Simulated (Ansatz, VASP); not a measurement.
# In7Sb7H18 (InSb wire along [111], 14 atoms a period, H-terminated): VASP beside Ansatz

One calculation is typed for both programs; each brings its own data sets. How far apart do they land? The structure shown is the start of the Ansatz relaxation below; VASP solves that cell, so the two are compared at the walk's first step.

Main program and level: Ansatz 0.2.0; plane waves, with VASP 6.6.1 beside it; single point at PBE.

## (1) Starting point

The cell holds 32 atoms: 7 In, 7 Sb and 18 H. Cell: a = 14.395 Å, b = 15.541 Å, c = 11.483 Å, α = 90.0°, β = 90.0°, γ = 90.0°. Vacuum lies along a and b. The structure's axis is c.

## (2) Ansatz: relaxation, PBE

Ansatz runs on its PAW soft_1 files.

The two programs are compared at the cell with which this relaxation starts, whose forces are those of its first step.

Contents of input.yaml:

```yaml
crystal:
  lattice:
    - [14.395, 0.0, 0.0]
    - [0.0, 15.541, 0.0]
    - [0.0, 0.0, 11.4834968542]
  atoms:
    - { symbol: In, position: [0.499994644, 0.500925697, 0.0] }
    - { symbol: Sb, position: [0.499994644, 0.500925697, 0.25] }
    - { symbol: H, position: [0.236193123, 0.467836254, 0.281664983] }
    - { symbol: H, position: [0.337156229, 0.305858251, 0.281664983] }
    - { symbol: H, position: [0.399031537, 0.729082586, 0.281664983] }
    - { symbol: H, position: [0.60095775, 0.729082586, 0.281664983] }
    - { symbol: H, position: [0.662833058, 0.305858251, 0.281664983] }
    - { symbol: H, position: [0.763796164, 0.467836254, 0.281664983] }
    - { symbol: In, position: [0.337156229, 0.413843586, 0.333333333] }
    - { symbol: In, position: [0.499994644, 0.675089919, 0.333333333] }
    - { symbol: In, position: [0.662833058, 0.413843586, 0.333333333] }
    - { symbol: Sb, position: [0.337156229, 0.413843586, 0.583333333] }
    - { symbol: Sb, position: [0.499994644, 0.675089919, 0.583333333] }
    - { symbol: Sb, position: [0.662833058, 0.413843586, 0.583333333] }
    - { symbol: H, position: [0.236193123, 0.642000475, 0.614998317] }
    - { symbol: H, position: [0.499994644, 0.218776141, 0.614998317] }
    - { symbol: H, position: [0.763796164, 0.642000475, 0.614998317] }
    - { symbol: H, position: [0.237894748, 0.360760908, 0.634130868] }
    - { symbol: H, position: [0.499994644, 0.781255276, 0.634130868] }
    - { symbol: H, position: [0.762094539, 0.360760908, 0.634130868] }
    - { symbol: In, position: [0.337156229, 0.588007808, 0.666666667] }
    - { symbol: In, position: [0.499994644, 0.326761476, 0.666666667] }
    - { symbol: In, position: [0.662833058, 0.588007808, 0.666666667] }
    - { symbol: Sb, position: [0.337156229, 0.588007808, 0.916666667] }
    - { symbol: Sb, position: [0.499994644, 0.326761476, 0.916666667] }
    - { symbol: Sb, position: [0.662833058, 0.588007808, 0.916666667] }
    - { symbol: H, position: [0.237894748, 0.534925129, 0.967464202] }
    - { symbol: H, position: [0.337156229, 0.694173166, 0.967464202] }
    - { symbol: H, position: [0.400733163, 0.273678797, 0.967464202] }
    - { symbol: H, position: [0.599256124, 0.273678797, 0.967464202] }
    - { symbol: H, position: [0.662833058, 0.694173166, 0.967464202] }
    - { symbol: H, position: [0.762094539, 0.534925129, 0.967464202] }
kpoints:
  mp_grid: { grid: [1, 1, 7] }
scf:
  occupations: { method: fermi_dirac, width: 0.05 }
hamiltonian:
  xc: pbe
  pseudopotentials: { kind: paw, azcp: { folder: soft_1 } }
relax:
  cell: { fix: [a, b, alpha, beta, gamma] }
  max_steps: 45
  f_tol: 0.03
```

Started as:

```console
$ ansatz run input.yaml --threads 4 --pin off --max-ram 16384MiB --backend cpu --events-out ev --progress --plain --runs-dir out
```

Numbers of over 12 decimals in the logs are rounded to 6 here.

What it wrote:

```text
Engine: ansatz 0.2.0, aarch64-unknown-linux-gnu
Pseudopotentials: kind: paw
Pseudopotential: In, paw, valence charge 13, recommended cutoff 420 eV (normal), soft_1/In.paw.azcp
Pseudopotential: Sb, paw, valence charge 15, recommended cutoff 420 eV (normal), soft_1/Sb.paw.azcp
Pseudopotential: H, paw, valence charge 1, recommended cutoff 420 eV (normal), soft_1/H.paw.azcp
Functional definition: PBE
  parameter kappa = 0.804
  parameter beta = 0.066725
  exchange = pbe_x(kappa = kappa, mu = beta*pi^2/3)
  correlation = pbe_c(beta = beta)
Crystal: 32 atoms, lattice volume = 2569.004 Å³
Basis set: ecut = 420 eV, 50193 PW (Γ), exchange–correlation on 200×216×160 points (8 copies of the dense FFT grid, shifted against one another)
Bands: 139, of which v1, the nominal top of the filled ones, is band 107 counted from 1 (106 counted from 0)
Symmetry: 2 space group operations
Space group: Pm (ITA 6), of the structure as read, at distance tolerance 1.4e-4 Å
k-points: 4 of 7 (time reversal used)
Non-local potential: In, projectors of the file, l = 0: 2, l = 1: 2, l = 2: 2, l = 3: 1
Non-local potential: Sb, projectors of the file, l = 0: 2, l = 1: 2, l = 2: 2, l = 3: 1
Non-local potential: H, projectors of the file, l = 0: 2, l = 1: 1
PAW form: soft (Blöchl's): semilocal exchange-correlation on the pseudo side does not see the compensation charge
PAW one-centre angular grid: In, 590 points (default); XC on 64 Gauss nodes
PAW one-centre angular grid: Sb, 590 points (default); XC on 64 Gauss nodes
PAW one-centre angular grid: H, 110 points (default); XC on 64 Gauss nodes
Initial density: superposition of atomic densities (neutral atoms: chi_scale 0, normalization atom)
Initial wavefunctions: pseudopotential atomic-orbital guess
Functional: x = pbe(κ = 0.804, μ = 0.219515), c = pbe(β = 0.066725)
SCF iter   1: F=—  HF=-84860.408736 eV  |F-HF|=—  |Δ(HF+E_count)|=         —  Δρ=2.50e-2  dr2=1.96e1  ethr=3.10e-3  ⟨swp⟩=7.2  Hψ=2543  notcnv=0  defer=33
preconditioner: auto → Resta (q_TF=auto, 1.803 Å⁻¹)  ε∞=1.5  [insulator: Δε(μ)=2.258 eV  Ē_g=12.648 eV  σ=0.050 eV  W_gap=1.00  n_scr=254 (ndim 8)  ℏωp=8.8 eV  f_vac=0.647  D(μ)=0.00/eV (n_scr^D=0)  ε∞_Penn≈1.5  vacuum switching on, ρ_ref=1.2e-2 e/Å³]
SCF iter   2: F=—  HF=-84854.992975 eV  |F-HF|=—  |Δ(HF+E_count)|=    5.42e0  Δρ=8.65e-3  dr2=2.82e0  ethr=3.10e-3  ⟨swp⟩=3.8  Hψ=996  notcnv=0  defer=92
SCF iter   3: F=—  HF=-84854.440931 eV  |F-HF|=—  |Δ(HF+E_count)|=   5.52e-1  Δρ=3.81e-3  dr2=6.28e-1  ethr=1.32e-3  ⟨swp⟩=4.0  Hψ=1140  notcnv=0  defer=92
SCF iter   4: F=—  HF=-84854.327390 eV  |F-HF|=—  |Δ(HF+E_count)|=   1.14e-1  Δρ=1.04e-3  dr2=3.91e-2  ethr=2.94e-4  ⟨swp⟩=4.0  Hψ=933  notcnv=0  defer=92
SCF iter   5: F=—  HF=-84854.327165 eV  |F-HF|=—  |Δ(HF+E_count)|=   2.24e-4  Δρ=3.39e-4  dr2=2.96e-3  ethr=1.83e-5  ⟨swp⟩=3.0  Hψ=1016  notcnv=0  defer=92
SCF iter   6: F=—  HF=-84854.327872 eV  |F-HF|=—  |Δ(HF+E_count)|=   7.07e-4  Δρ=1.22e-4  dr2=8.04e-4  ethr=1.38e-6  ⟨swp⟩=2.0  Hψ=772  notcnv=0  defer=92
SCF iter   7: F=—  HF=-84854.327915 eV  |F-HF|=—  |Δ(HF+E_count)|=   4.28e-5  Δρ=3.72e-5  dr2=3.97e-5  ethr=3.76e-7  ⟨swp⟩=2.0  Hψ=772  notcnv=0  defer=92
SCF iter   8: F=—  HF=-84854.327854 eV  |F-HF|=—  |Δ(HF+E_count)|=   6.04e-5  Δρ=1.02e-5  dr2=3.67e-6  ethr=1.85e-8  ⟨swp⟩=2.0  Hψ=744  notcnv=0  defer=92
SCF iter   9: F=—  HF=-84854.327858 eV  |F-HF|=—  |Δ(HF+E_count)|=   3.44e-6  Δρ=3.69e-6  dr2=6.95e-7  ethr=1.72e-9  ⟨swp⟩=2.0  Hψ=772  notcnv=0  defer=92
SCF iter  10: F=—  HF=-84854.327858 eV  |F-HF|=—  |Δ(HF+E_count)|=   4.09e-7  Δρ=1.45e-6  dr2=1.13e-7  ethr=3.25e-10  ⟨swp⟩=2.0  Hψ=658  notcnv=0  defer=92
SCF iter  11: F=-84854.327858 eV  HF=-84854.327858 eV  |F-HF|=3.81e-9  |Δ(HF+E_count)|=   4.02e-8  Δρ=4.30e-7  dr2=6.16e-9  ethr=4.67e-11  ⟨swp⟩=4.2  Hψ=1717  notcnv=0
SCF 1 converged in 11 iterations: F = -84854.327858 eV  dr2 = 6.16e-9
  greatest PAW one-centre occupation: 0.995 electrons in one spin orbital (limit 2), on the Sb atom at site 25 (counted from 0), in its partial waves of l = 2
relax step   1: F+E_penalty+E_count = -84854.32785837 eV  Δ(F+E_penalty+E_count) = +0.000e0 eV  max|allowed force component| = 1.246e0 eV/Å  Δτ_max = 0.0000 Å  P = -0.313 GPa  Ω = 2569.004 Å³  fix = [a, b, alpha, beta, gamma]  reactions: a -0.456, b -0.459 GPa; alpha -0.001 GPa/rad  (11 SCF iters, dr2 threshold 1.00e-7 eV, accepted)
[...]
relax step   6: F+E_penalty+E_count = -84855.79906302 eV  Δ(F+E_penalty+E_count) = -4.111e-3 eV  max|allowed force component| = 2.169e-2 eV/Å  Δτ_max = 0.0334 Å  P = -0.011 GPa  Ω = 2595.558 Å³  energy of the carried Pulay correction = -2.212e-3 eV  fix = [a, b, alpha, beta, gamma]  reactions: a -0.004, b -0.007 GPa; alpha -0.000 GPa/rad  (7 SCF iters, dr2 threshold 1.67e-7 eV, accepted)
[...]
relax step   7: F+E_penalty+E_count = -84855.80144726 eV  Δ(F+E_penalty+E_count) = -2.384e-3 eV  max|allowed force component| = 2.169e-2 eV/Å  Δτ_max = 0.0000 Å  P = -0.011 GPa  Ω = 2595.558 Å³  fix = [a, b, alpha, beta, gamma]  reactions: a -0.003, b -0.007 GPa; alpha -0.000 GPa/rad  stress off target by 2.23e-2 GPa on what of the cell is left free  SCF on the basis re-selected at this cell (its energy is not comparable with the rows above)  (7 SCF iters)
basis re-selected at this cell: Δ(F+E_penalty+E_count) = -2.384e-3 eV, ΔP = +0.001 GPa vs the last step (what re-selecting the basis moved, of the pressure what is left beyond the Pulay correction that the steps carried, after the strain that the cell walked since its last selection, with what the two solves' SCF thresholds leave and, on support functions, any second-order correction that the steps lacked; it is no m [...]
SCF converged after 7 iterations
Free energy (F): -84855.801447 eV
Harris-Foulkes:  -84855.801447 eV  (|F-HF|=1.71e-8)
Internal energy: -84855.801447 eV  (E = F + TS)
E sigma→0 (E₀):  -84855.801447 eV
Fermi energy:    -2.112214 eV
--- Per-component energies (eV) ---
  E_band       = -3832.267584
  E_kinetic    = 2894.278479
  E_local      = -72451.889704  (includes V_loc(G=0)·N_el)
  E_nonlocal   = 5036.494833
  E_hartree    = 33309.572419
  E_xc         = -1831.849859
  E_vxc        = -1440.516330  (∫ρ·V_xc dr)
  E_paw        = -61302.332984  (= ΣΔE_a)
  E_vpaw       = -4489.766204  (= ΣTr[D̂ρ^β])
  E_aug_tail   = -0.013671  (compensation charges beyond the density's cutoff)
  E_ewald      = 9489.939041
  E_smearing   = -0.000000  (= −TS)
  E_closure    = 0.000000  (closes the sum)
  Σ components = -84855.801447   (vs F -84855.801447, Δ=0.00e0)
--- Forces (eV/Å), atoms counted from 1 ---
  atom   1  In     0.00000000    -0.00000669     0.02169059
  atom   2  Sb     0.00000000    -0.00035531    -0.00848277
  atom   3  H     -0.00057316    -0.00230219    -0.00113174
  atom   4  H     -0.00197464     0.00044714    -0.00095855
  atom   5  H      0.00176953     0.00149608    -0.00103433
  atom   6  H     -0.00176953     0.00149608    -0.00103433
  atom   7  H      0.00197464     0.00044714    -0.00095855
  atom   8  H      0.00057316    -0.00230219    -0.00113174
  atom   9  In     0.00747357     0.00442834     0.00373344
  atom  10  In     0.00000000    -0.00813684     0.00387757
  atom  11  In    -0.00747357     0.00442834     0.00373344
  atom  12  Sb    -0.00387465    -0.00225655    -0.00454614
  atom  13  Sb     0.00000000     0.00459262    -0.00441081
  atom  14  Sb     0.00387465    -0.00225655    -0.00454614
  atom  15  H      0.01796611    -0.01035887     0.00874090
  atom  16  H      0.00000000     0.02047158     0.00877978
  atom  17  H     -0.01796611    -0.01035887     0.00874090
  atom  18  H      0.00141422     0.00081414     0.00099617
  atom  19  H      0.00000000    -0.00176189     0.00079466
  atom  20  H     -0.00141422     0.00081414     0.00099617
  atom  21  In    -0.01753894     0.01018712    -0.00638590
  atom  22  In     0.00000000    -0.01991719    -0.00644728
  atom  23  In     0.01753894     0.01018712    -0.00638590
  atom  24  Sb     0.00581334    -0.00328840     0.00188468
  atom  25  Sb     0.00000000     0.00668832     0.00186942
  atom  26  Sb    -0.00581334    -0.00328840     0.00188468
  atom  27  H      0.00181826     0.00666958    -0.00339929
  atom  28  H     -0.00493664    -0.00491429    -0.00338305
  atom  29  H      0.00671378    -0.00170938    -0.00335231
  atom  30  H     -0.00671378    -0.00170938    -0.00335231
  atom  31  H      0.00493664    -0.00491429    -0.00338305
  atom  32  H     -0.00181826     0.00666958    -0.00339929
  max |Σ_I F_I| component: 1.10e-6 eV/Å
--- Stress (GPa, compression-positive) ---
       -0.003345       0.000000       0.000000
        0.000000      -0.006530       0.000157
        0.000000       0.000157      -0.022329
  P = ⅓ Tr σ = -0.0107 GPa (-0.107 kbar)
--- Relaxed structure (6 steps of the walk, 6 accepted, 1 SCFs on fresh bases) ---
  F+E_penalty+E_count = -84855.80144726 eV   max|allowed force component| = 2.169e-2 eV/Å   (the final SCF, on the basis selected at the relaxed cell)
  cell:  # Å, volume = 2595.5578 Å³
    - [14.395, 0.0, 0.0]
    - [0.0, 15.541, 0]
    - [0.0, 0, 11.602193]
  atoms:
    - { symbol: In, position: [0.5, 0.500971, 0.039919] }
    - { symbol: Sb, position: [0.5, 0.500916, 0.280098] }
    - { symbol: H, position: [0.234958, 0.474721, 0.285424] }
    - { symbol: H, position: [0.343115, 0.301289, 0.285554] }
    - { symbol: H, position: [0.391852, 0.726536, 0.285377] }
    - { symbol: H, position: [0.608148, 0.726536, 0.285377] }
    - { symbol: H, position: [0.656885, 0.301289, 0.285554] }
    - { symbol: H, position: [0.765042, 0.474721, 0.285424] }
    - { symbol: In, position: [0.328082, 0.408922, 0.320725] }
    - { symbol: In, position: [0.5, 0.684867, 0.320666] }
    - { symbol: In, position: [0.671918, 0.408922, 0.320725] }
    - { symbol: Sb, position: [0.345322, 0.418230, 0.573017] }
    - { symbol: Sb, position: [0.5, 0.666455, 0.572961] }
    - { symbol: Sb, position: [0.654678, 0.418230, 0.573017] }
    - { symbol: H, position: [0.230237, 0.645141, 0.630553] }
    - { symbol: H, position: [0.5, 0.212437, 0.630533] }
    - { symbol: H, position: [0.769763, 0.645141, 0.630553] }
    - { symbol: H, position: [0.252037, 0.368353, 0.636494] }
    - { symbol: H, position: [0.5, 0.766206, 0.636455] }
    - { symbol: H, position: [0.747963, 0.368353, 0.636494] }
    - { symbol: In, position: [0.333454, 0.590069, 0.655791] }
    - { symbol: In, position: [0.5, 0.322788, 0.655842] }
    - { symbol: In, position: [0.666546, 0.590069, 0.655791] }
    - { symbol: Sb, position: [0.351615, 0.580318, 0.907731] }
    - { symbol: Sb, position: [0.5, 0.342228, 0.907753] }
    - { symbol: Sb, position: [0.648385, 0.580318, 0.907731] }
    - { symbol: H, position: [0.250658, 0.540297, 0.964410] }
    - { symbol: H, position: [0.338518, 0.681287, 0.964468] }
    - { symbol: H, position: [0.412128, 0.281216, 0.964425] }
    - { symbol: H, position: [0.587872, 0.281216, 0.964425] }
    - { symbol: H, position: [0.661482, 0.681287, 0.964468] }
    - { symbol: H, position: [0.749342, 0.540297, 0.964410] }
```

The column dr2 measures how far the density is from self-consistency, as an energy; F and HF (Harris–Foulkes) agree once it is small.

(Continued in part 2 of 2.)

[Lines on the potential files, build, host, timing and source positions are cut from VASP's logs without a mark.]

[Logs are printed without paths, hosts, clocks, repeated set-up lines and the standing remarks that a program may print on its own settings, such as how far it seeks lower states.]

[Hosts, paths, dates, database ids (printed as entryN), source tags and the programs' standing remarks are cut or masked in the printed files.]
